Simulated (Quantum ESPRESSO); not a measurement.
# GaAs (F-43m) in Quantum ESPRESSO: notebook, part 2 of 2

Quantum ESPRESSO 7.5. Earlier steps stand in the parts before.

## 3. Phonons, RPBE

pw.in

```
&CONTROL
  calculation = 'scf'
  prefix = 'pwscf'
  outdir = './tmp'
  pseudo_dir = './pseudo'
  tprnfor = .true.
  tstress = .true.
  disk_io = 'low'
/
&SYSTEM
  ibrav = 0
  nat = 2
  ntyp = 2
  ecutwfc = 84
  nbnd = 21
  input_dft = 'rpbe'
  occupations = 'smearing'
  smearing = 'fd'
  degauss = 0.00367493
/
&ELECTRONS
  conv_thr = 4d-10
  electron_maxstep = 120
  mixing_beta = 0.5
/
ATOMIC_SPECIES
As    74.9216 As.upf
Ga    69.7230 Ga.upf
CELL_PARAMETERS angstrom
   0.0000000000    2.8268500000    2.8268500000
   2.8268500000    0.0000000000    2.8268500000
   2.8268500000    2.8268500000    0.0000000000
ATOMIC_POSITIONS crystal
As     0.7500000000    0.7500000000    0.7500000000
Ga     0.0000000000    0.0000000000    0.0000000000
K_POINTS automatic
6 6 6 1 1 1
```

relax.in

```
&CONTROL
  calculation = 'vc-relax'
  prefix = 'pwscf'
  outdir = './tmp'
  pseudo_dir = './pseudo'
  tprnfor = .true.
  tstress = .true.
  disk_io = 'low'
  nstep = 40
  forc_conv_thr = 0.0001
  etot_conv_thr = 1d-06
/
&SYSTEM
  ibrav = 0
  nat = 2
  ntyp = 2
  ecutwfc = 84
  nbnd = 21
  input_dft = 'rpbe'
  occupations = 'smearing'
  smearing = 'fd'
  degauss = 0.00367493
/
&ELECTRONS
  conv_thr = 4d-10
  electron_maxstep = 120
  mixing_beta = 0.5
/
&IONS
  ion_dynamics = 'bfgs'
/
&CELL
  cell_dynamics = 'bfgs'
  press = 0
  press_conv_thr = 0.2
/
ATOMIC_SPECIES
As    74.9216 As.upf
Ga    69.7230 Ga.upf
CELL_PARAMETERS angstrom
   0.0000000000    2.8268500000    2.8268500000
   2.8268500000    0.0000000000    2.8268500000
   2.8268500000    2.8268500000    0.0000000000
ATOMIC_POSITIONS crystal
As     0.7500000000    0.7500000000    0.7500000000
Ga     0.0000000000    0.0000000000    0.0000000000
K_POINTS automatic
6 6 6 1 1 1
```

scf2.in

```
&CONTROL
  calculation = 'scf'
  prefix = 'pwscf'
  outdir = './tmp'
  pseudo_dir = './pseudo'
  tprnfor = .true.
  tstress = .true.
  disk_io = 'low'
/
&SYSTEM
  ibrav = 0
  nat = 2
  ntyp = 2
  ecutwfc = 84
  nbnd = 21
  input_dft = 'rpbe'
  occupations = 'fixed'
/
&ELECTRONS
  conv_thr = 1d-13
  electron_maxstep = 120
  mixing_beta = 0.5
  startingpot = 'file'
  startingwfc = 'file'
/
ATOMIC_SPECIES
As    74.9216 As.upf
Ga    69.7230 Ga.upf
CELL_PARAMETERS angstrom
   0.0000000000    2.9066441562    2.9066441562
   2.9066441562    0.0000000000    2.9066441562
   2.9066441562    2.9066441562    0.0000000000
ATOMIC_POSITIONS crystal
As     0.7500000000    0.7500000000    0.7500000000
Ga     0.0000000000    0.0000000000    0.0000000000
K_POINTS automatic
6 6 6 1 1 1
```

ph.in

```
phonons of GaAs
&INPUTPH
  prefix = 'pwscf'
  outdir = './tmp'
  tr2_ph = 1d-16
  fildyn = 'dyn'
  niter_ph = 60
  alpha_mix(1) = 0.7
  epsil = .true.
/
0.0000000000 0.0000000000 0.0000000000
```

dynmat.in

```
&INPUT
  fildyn = 'dyn'
  asr = 'crystal'
  lperm = .true.
  filout = 'dynmat.disp'
  fileig = 'dynmat.eig'
/
```

dynmat_lo.in

```
&INPUT
  fildyn = 'dyn'
  asr = 'crystal'
  filout = 'dynmat_lo.disp'
  fileig = 'dynmat_lo.eig'
  q(1) = 0
  q(2) = 0
  q(3) = 1
/
```

Potentials or basis: PseudoDojo 0.4.1 SR PBE standard.

Command:

```console
> OMP_NUM_THREADS=1 pw.x -in pw.in > pw.out
> OMP_NUM_THREADS=1 pw.x -in relax.in > relax.out
> OMP_NUM_THREADS=1 pw.x -in scf2.in > scf2.out
> OMP_NUM_THREADS=1 ph.x -in ph.in > ph.out
> OMP_NUM_THREADS=1 dynmat.x -in dynmat.in > dynmat.out
> OMP_NUM_THREADS=1 dynmat.x -in dynmat_lo.in > dynmat_lo.out
```

pw.out:

```text
This program is part of the open-source Quantum ESPRESSO suite
     for quantum simulation of materials; please cite
         "P. Giannozzi et al., J. Phys.:Condens. Matter 21 395502 (2009);
         "P. Giannozzi et al., J. Phys.:Condens. Matter 29 465901 (2017);
         "P. Giannozzi et al., J. Chem. Phys. 152 154105 (2020);
     in publications or presentations arising from this work. More details at

     IMPORTANT: XC functional enforced from input :
     Exchange-correlation= RPBE
                           (   1   4  44   4   0   0   0)
     Any further DFT definition will be discarded
     Please, verify this is what you really want

     Message from routine setup:
     using ibrav=0 with symmetry is DISCOURAGED, use correct ibrav instead

     G-vector sticks info
     --------------------
     sticks:   dense  smooth     PW     G-vecs:    dense   smooth      PW
     Sum        1333    1333    379                31775    31775    5029

     Using Slab Decomposition

     bravais-lattice index     =            0
     lattice parameter (alat)  =       7.5547  a.u.
     unit-cell volume          =     304.8842 (a.u.)^3
     number of atoms/cell      =            2
     number of atomic types    =            2
     number of electrons       =        28.00
     number of Kohn-Sham states=           21
     kinetic-energy cutoff     =      84.0000  Ry
     charge density cutoff     =     336.0000  Ry
     scf convergence threshold =      4.0E-10
     mixing beta               =       0.5000
     number of iterations used =            8  plain     mixing
     Exchange-correlation= RPBE
                           (   1   4  44   4   0   0   0)

     celldm(1)=   7.554690  celldm(2)=   0.000000  celldm(3)=   0.000000
     celldm(4)=   0.000000  celldm(5)=   0.000000  celldm(6)=   0.000000

     crystal axes: (cart. coord. in units of alat)
               a(1) = (   0.000000   0.707107   0.707107 )
               a(2) = (   0.707107   0.000000   0.707107 )
               a(3) = (   0.707107   0.707107   0.000000 )

     reciprocal axes: (cart. coord. in units 2 pi/alat)
               b(1) = ( -0.707107  0.707107  0.707107 )
               b(2) = (  0.707107 -0.707107  0.707107 )
               b(3) = (  0.707107  0.707107 -0.707107 )

     PseudoPot. # 1 for As read from file:
     As.upf
[... 29 lines left out ...]

     site n.     atom                  positions (alat units)
         1        As     tau(   1) = (   1.0606602   1.0606602   1.0606602  )
         2        Ga     tau(   2) = (   0.0000000   0.0000000   0.0000000  )

     number of k points=    28  Fermi-Dirac smearing, width (Ry)=  0.0037
                       cart. coord. in units 2pi/alat
        k(    1) = (   0.0589256   0.0589256   0.0589256), wk =   0.0185185
        k(    2) = (   0.1767767   0.1767767  -0.0589256), wk =   0.0555556
        k(    3) = (   0.2946278   0.2946278  -0.1767767), wk =   0.0555556
        k(    4) = (  -0.2946278  -0.2946278   0.4124790), wk =   0.0555556
        k(    5) = (  -0.1767767  -0.1767767   0.2946278), wk =   0.0555556
        k(    6) = (  -0.0589256  -0.0589256   0.1767767), wk =   0.0555556
[... 20 lines left out ...]
        k(   27) = (   0.2946278   0.2946278   0.2946278), wk =   0.0185185
        k(   28) = (  -0.2946278  -0.2946278   0.8838835), wk =   0.0555556

     Dense  grid:    31775 G-vectors     FFT dimensions: (  45,  45,  45)

     Initial potential from superposition of free atoms

     starting charge      27.9971, renormalised to      28.0000
     Starting wfcs are   18 randomized atomic wfcs +    3 random wfcs

     Self-consistent Calculation

     iteration #  1     ecut=    84.00 Ry     beta= 0.50
     Davidson diagonalization with overlap
     ethr =  1.00E-02,  avg # of iterations =  5.7

     Threshold (ethr) on eigenvalues was too large:
     Diagonalizing with lowered threshold

     Davidson diagonalization with overlap
     ethr =  1.60E-04,  avg # of iterations =  4.3

     total energy              =    -365.37282358 Ry
     estimated scf accuracy    <       0.04486450 Ry
[... 50 lines left out ...]
     iteration #  9     ecut=    84.00 Ry     beta= 0.50
     Davidson diagonalization with overlap
     ethr =  2.25E-11,  avg # of iterations =  2.0

     End of self-consistent calculation

          k = 0.0589 0.0589 0.0589 (  3915 PWs)   bands (ev):

   -26.4116 -26.4115 -26.4115 -26.4024 -26.4024  -5.9307  -5.9232  -5.9232
    -5.8488  -5.8488  -3.6590   7.7785   8.8247   8.8247  10.4151  12.8686
    12.8686  12.8740  17.2059  18.5280  18.5280
[... 87 lines left out ...]
   -26.4123 -26.4099 -26.4099 -26.4028 -26.4015  -6.0289  -5.8799  -5.8779
    -5.8710  -5.8374  -1.3195   2.3116   6.0373   6.3443  10.6109  11.1385
    18.3265  18.5809  19.8958  21.7199  21.9849

          k =-0.5303 0.1768-0.0589 (  3973 PWs)   bands (ev):

   -26.4119 -26.4104 -26.4101 -26.4026 -26.4017  -6.0148  -5.8915  -5.8865
    -5.8632  -5.8407  -1.7368   2.9183   5.8584   6.5684  11.4406  12.5533
    15.2951  17.2584  19.2941  20.9807  22.1967

          k =-0.4125 0.0589 0.0589 (  3977 PWs)   bands (ev):
[... 61 lines left out ...]
   -26.4113 -26.4108 -26.4106 -26.4022 -26.4021  -6.0049  -5.9018  -5.8987
    -5.8493  -5.8460  -1.7941   2.5066   6.1415   7.4673  11.3768  13.5620
    14.5121  17.0050  18.5450  19.3542  20.1844

     the Fermi energy is     9.4847 ev

!    total energy              =    -365.37903011 Ry
     estimated scf accuracy    <          1.1E-10 Ry
     smearing contrib. (-TS)   =      -0.00000001 Ry
     internal energy E=F+TS    =    -365.37903010 Ry

     The total energy is F=E-TS. E is the sum of the following terms:
     one-electron contribution =    -192.14147196 Ry
     hartree contribution      =     114.87027562 Ry
     xc contribution           =     -89.75499998 Ry
     ewald contribution        =    -198.35283378 Ry

     convergence has been achieved in   9 iterations

     Forces acting on atoms (cartesian axes, Ry/au):

     atom    1 type  1   force =    -0.00000000   -0.00000000    0.00000000
     atom    2 type  2   force =     0.00000000    0.00000000    0.00000000

     Total force =     0.000000     Total SCF correction =     0.000000

     Computing stress (Cartesian axis) and pressure

          total   stress  (Ry/bohr**3)                   (kbar)     P=       58.44
   0.00039726  -0.00000000   0.00000000           58.44       -0.00        0.00
  -0.00000000   0.00039726   0.00000000           -0.00       58.44        0.00
   0.00000000   0.00000000   0.00039726            0.00        0.00       58.44

=------------------------------------------------------------------------------=
   JOB DONE.
=------------------------------------------------------------------------------=
```

relax.out:

```text
This program is part of the open-source Quantum ESPRESSO suite
     for quantum simulation of materials; please cite
         "P. Giannozzi et al., J. Phys.:Condens. Matter 21 395502 (2009);
         "P. Giannozzi et al., J. Phys.:Condens. Matter 29 465901 (2017);
         "P. Giannozzi et al., J. Chem. Phys. 152 154105 (2020);
[... 2179 lines left out ...]
  -0.00000000   0.00001073  -0.00000000           -0.00        1.58       -0.00
  -0.00000000  -0.00000000   0.00001073           -0.00       -0.00        1.58

=------------------------------------------------------------------------------=
   JOB DONE.
=------------------------------------------------------------------------------=
```

Wall time 25 min (1 thread of Arm Neoverse V1, shared host); peak memory 0.1 GiB.

Results:

```
Free energy                                             : -4971.3035 eV
Relaxed volume                                          : 24.56 Å³/atom
Relaxed cell                                            : a = 4.111 Å, b = 4.111 Å, c = 4.111 Å, α = 60.00°, β = 60.00°, γ = 60.00°
Space group after relaxing (to 0.05 Å)                  : F-43m (No. 216)
Pressure after relaxing                                 : 0.2 GPa
Electronic dielectric tensor (diagonal)                 : 15.40
Born charges (mean of the diagonal)                     : As -2.29; Ga +2.27 e
Highest phonon frequency at Γ, LO-TO splitting left out : 246 cm⁻¹
Static dielectric tensor (diagonal)                     : 17.79
```

Step by step:
| step | energy change (eV) | largest force (eV/Å) | pressure (GPa) | volume (Å³) |
| --- | --- | --- | --- | --- |
| 1 | 0.0000 | 0.0000 | 5.84 | 45.18 |
| 2 | -0.0397 | 0.0000 | 3.56 | 46.54 |
| 3 | -0.0628 | 0.0000 | 1.35 | 48.07 |
| 4 | -0.0671 | 0.0000 | 0.08 | 49.05 |
| 5 | -0.0671 | 0.0000 | 0.00 | 49.11 |
| 6 | -0.0671 | 0.0000 | 0.00 | 49.11 |

Final structure:
```
As Ga
1.0
     0.00000    2.90664    2.90664
     2.90664    0.00000    2.90664
     2.90664    2.90664    0.00000
As Ga
1 1
Cartesian
  4.3600 4.3600 4.3600
  0.0000 0.0000 0.0000
```

Phonon frequencies in cm⁻¹ (negative: imaginary):
| q point | frequencies |
| --- | --- |
| (0.000, 0.000, 0.000) | -2 -2 -2 246 246 246 |

Electronic dielectric tensor:
```
15.40  0.00  0.00
 0.00 15.40  0.00
 0.00  0.00 15.40
```

Born effective charge tensors (e):
atom 1, As
```
-2.29  0.00  0.00
 0.00 -2.29  0.00
 0.00  0.00 -2.29
```
atom 2, Ga
```
2.27 0.00 0.00
0.00 2.27 0.00
0.00 0.00 2.27
```

Optical modes at Γ, degenerate ones joined, polar ones without the macroscopic field:
```csv
cm⁻¹,components,symmetry,active in,"IR intensity, summed ((D/Å)²/amu)"
246,3,T2,IR and Raman,9.96
```

Zone-centre frequencies without and with the macroscopic field along z (cm⁻¹):
|  | optical modes in rising order |
| --- | --- |
| without | 246 246 246 |
| with the field | 246 246 264 |

Static dielectric tensor, electrons and zone-centre modes:
```
17.79  0.00  0.00
 0.00 17.79  0.00
 0.00  0.00 17.79
```

Caveat: the potentials were made for another functional, which shifts forces and pressure; the shifted mesh misses Γ, where the gap is smaller or closed, so treating the crystal as an insulator may be wrong and the dielectric response too small.

## 4. How close it comes

Step 2. A measured high-frequency dielectric constant of GaAs is 10.89 (300 K; a printed reference work, textbook); the calculated 15.02 misses it by +37.9 %. So large a miss can be the level of theory's own, or it may mean another phase, state or a wrong row.

Step 3. Measured high-frequency dielectric constant of GaAs: 10.89 (300 K; a printed reference work, textbook). This calculation gives 15.40 (+41.4 %). So large a miss can be the level of theory's own, or it may mean another phase, state or a wrong row.
